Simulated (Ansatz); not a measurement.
# Si: a test of stability by relaxation

Aim: for Si, disturb the structure and relax it again.

Method: DFT r2SCAN, scalar-relativistic, plane waves, PAW, in Ansatz 0.2.0.

2 further runs of the same task are left out: 2 set aside as unsound or not needed.

**1. The system as given**

Symmetry: I4/mmm, No. 139, tetragonal system. Conventional cell: a = 6.655 Å, b = 6.655 Å, c = 3.844 Å, α = 90.00°, β = 90.00°, γ = 90.00°. Si (site symmetry m2m) is surrounded by 4 Si at 2.34 to 2.38 Å.

Coordinates:

```cif
data_structure
_symmetry_space_group_name_H-M 'I4/mmm'
_symmetry_Int_Tables_number 139
_cell_length_a 6.6547
_cell_length_b 6.6547
_cell_length_c 3.8438
_cell_angle_alpha 90.000
_cell_angle_beta 90.000
_cell_angle_gamma 90.000
_cell_volume 170.22
loop_
_atom_site_label
_atom_site_type_symbol
_atom_site_symmetry_multiplicity
_atom_site_Wyckoff_symbol
_atom_site_fract_x
_atom_site_fract_y
_atom_site_fract_z
_atom_site_occupancy
Si1 Si 8 h 0.17875 0.17875 0.00000 1
```

It goes back to an entry of the Materials Project, which need not be the stable form.

It is built from the cell relaxed beforehand with the same method (21.28 Å³/atom).

**2. The undisturbed cell**

The input, input.yaml:

```yaml
crystal:
  lattice:
    - [0.0, 0.0, -3.8437610439]
    - [0.0, -6.6546593095, 0.0]
    - [-6.6546593095, 0.0, 0.0]
  atoms:
    - { symbol: Si, position: [0.5, 0.3212468005, 0.3212468005] }
    - { symbol: Si, position: [0.0, 0.8212468005, 0.8212468005] }
    - { symbol: Si, position: [1.0, 0.1787531995, 0.1787531995] }
    - { symbol: Si, position: [0.5, 0.6787531995, 0.6787531995] }
    - { symbol: Si, position: [1.0, 0.8212468005, 0.1787531995] }
    - { symbol: Si, position: [0.5, 0.3212468005, 0.6787531995] }
    - { symbol: Si, position: [1.0, 0.1787531995, 0.8212468005] }
    - { symbol: Si, position: [0.5, 0.6787531995, 0.3212468005] }
basis:
  ecutwfc: 500
kpoints:
  mp_grid: { grid: [8, 4, 4] }
hamiltonian:
  xc: r2scan
scf:
  occupations: { method: gaussian, width: 0.05 }
output:
  forces: true
  stress: true
  eigenvalues: true
  write_density: true
  write_potential: true
  elf: true
  volumetric_format: npy
```

The run is started by

```sh
> ansatz run input.yaml --threads 1 --pin off --max-ram 2560MiB --backend cpu --events-out ev --progress --plain --runs-dir out
```

Further runs follow: the disturbed cell, one point; relaxation of the disturbed structure.

**Question.** What will these runs give? Wanted: end of the relaxation, from the reference; final space group.

The runs gave:

| quantity | value |
| --- | --- |
| cost of the disturbance | 169.8 meV/atom |
| end of the relaxation, from the reference | +2.5 meV/atom |
| final space group | C2/m (tolerance 0.05 Å; reference I4/mmm) |

In words: It ends 2.5 meV/atom above the reference, since the strained cell was held fixed.
